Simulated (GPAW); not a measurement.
A run of GPAW 26.7.0 is set up as follows.

run.py

```python
from ase import Atoms
from ase.filters import FrechetCellFilter
from ase.io import write
from ase.optimize import BFGS
from ase.units import GPa
from gpaw import GPAW, PW, setup_paths

setup_paths.insert(0, '.')

atoms = Atoms(['Pb', 'O', 'O'],
              cell=[[0.0, 2.701992, 2.701992],
                    [2.701992, 0.0, 2.701992],
                    [2.701992, 2.701992, 0.0]],
              scaled_positions=[[0.0, 0.0, 0.0],
                                [0.75, 0.75, 0.75],
                                [0.25, 0.25, 0.25]],
              pbc=True)

calc = GPAW(mode=PW(800),
            xc='PBEsol',
            kpts={'size': (9, 9, 9), 'gamma': True},
            occupations={'name': 'fermi-dirac', 'width': 0.05},
            nbands=24,
            convergence={'density': 1e-05, 'forces': 0.0001},
            maxiter=150,
            txt='gpaw.txt')
atoms.calc = calc
opt = BFGS(FrechetCellFilter(atoms, scalar_pressure=5 * GPa), trajectory='relax.traj', logfile='-')
done = opt.run(fmax=0.02, steps=60)
calc.write('gs.gpw')
write('result.traj', atoms)
print('Converged:', done)
print('Cell:', atoms.cell.cellpar().round(4))
print('Volume:', round(atoms.get_volume(), 4))
print(atoms.get_scaled_positions().round(5))
```

Potentials or basis: PAW data sets generated in the run's folder for this functional, pw.

Run with:

```sh
$ gpaw-setup -f PBEsol O Pb
$ OMP_NUM_THREADS=1 python run.py
```

Task: What does it give for the band gap on the k mesh?

Result: None (metal or under the smearing width).

Task: Estimate the relaxed volume.

Result: 12.13 Å³/atom.

Task: Predict the space group after relaxing (to 0.05 Å).

Result: Fm-3m (No. 225).

Task: What does it give for the relaxed cell?

Result: a = 3.720 Å, b = 3.720 Å, c = 3.720 Å, α = 60.00°, β = 60.00°, γ = 60.00°.

The path:
```tsv
step	energy change (eV)	largest force (eV/Å)	pressure (GPa)	volume (Å³)
1	0.0000	0.0000	-7.11	39.45
2	-0.0212	0.0000	-5.31	38.90
3	-0.0169	0.0000	6.32	36.11
4	-0.0270	0.0000	4.91	36.40
```

Caveat: later steps reuse the first step's grids. The run has no spin-orbit coupling, so splittings on Pb are missing.
